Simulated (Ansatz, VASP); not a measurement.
**NaH: VASP beside Ansatz**

INCAR

```
SYSTEM = NaH
  ALGO = Normal
  EDIFF = 1E-6
  ENCUT = 520
  GGA = PE
  ISIF = 2
  ISMEAR = -1
  LASPH = .True.
  LCHARG = .False.
  LREAL = .False.
  LWAVE = .False.
  NBANDS = 11
  NELM = 100
  PREC = Accurate
  SIGMA = 0.08
```

KPOINTS

```
k-points
0
Gamma
  12 12 12
  0 0 0
```

Contents of POSCAR:

```
NaH
1.0
    2.5000692519      0.0000000000      0.0000000000
    0.0000000000      2.5000692519      0.0000000000
    0.0000000000      0.0000000000      2.5000692519
Na H
1 1
Direct
    0.0000000000      0.0000000000      0.0000000000
    0.5000000000      0.5000000000      0.5000000000
```

Input for Ansatz:

```yaml
crystal:
  lattice:
    - [2.5000692519, 0.0, 0.0]
    - [0.0, 2.5000692519, 0.0]
    - [0.0, 0.0, 2.5000692519]
  atoms:
    - { symbol: Na, position: [0.0, 0.0, 0.0] }
    - { symbol: H, position: [0.5, 0.5, 0.5] }
kpoints:
  mp_grid: { grid: [12, 12, 12] }
  band_path:
    path:
      - [0.0, 0.0, 0.0]
      - [0.0, 0.5, 0.0]
      - [0.5, 0.5, 0.0]
      - [0.0, 0.0, 0.0]
      - [0.5, 0.5, 0.5]
      - [0.0, 0.5, 0.0]
      - [0.5, 0.5, 0.5]
      - [0.5, 0.5, 0.0]
    npoints: 8
scf:
  occupations: { method: fermi_dirac, width: 0.08 }
hamiltonian:
  xc: pbe
  pseudopotentials: { kind: paw }
output:
  forces: true
  stress: true
  eigenvalues: true
  populations: true
  dos: { projected: true, de: 0.2, e_range: [-14, 8] }
  write_density: true
  write_potential: true
  elf: true
  volumetric_format: npy
```

Change from the starting cell: volume scaled by 0.6, PAW files.

Alike in both runs: task single point; functional PBE; k mesh 12 × 12 × 12; occupations fermi-dirac, width 0.08 eV; no spin polarisation.

|  | VASP | Ansatz |
| --- | --- | --- |
| version | VASP 6.6.1 | Ansatz 0.2.0 |
| potentials or method | VASP PAW PBE potentials, release 64 (Na_pv, H) | PAW with Ansatz's default frozen-core files, scalar-relativistic |
| plane-wave cutoff (eV) | 520 | 420 |
| valence electrons in the cell | 8 | 10 |

```csv
,VASP,Ansatz,Ansatz less VASP
pressure (GPa),31.4,31.4,-0.04
```

The two sets of potentials don't hold the same shells in valence.

Caveats: so large a pressure means that the cell lies far from this level's equilibrium, or that cutoff or potentials fall short (VASP). A k mesh can miss the band edges.
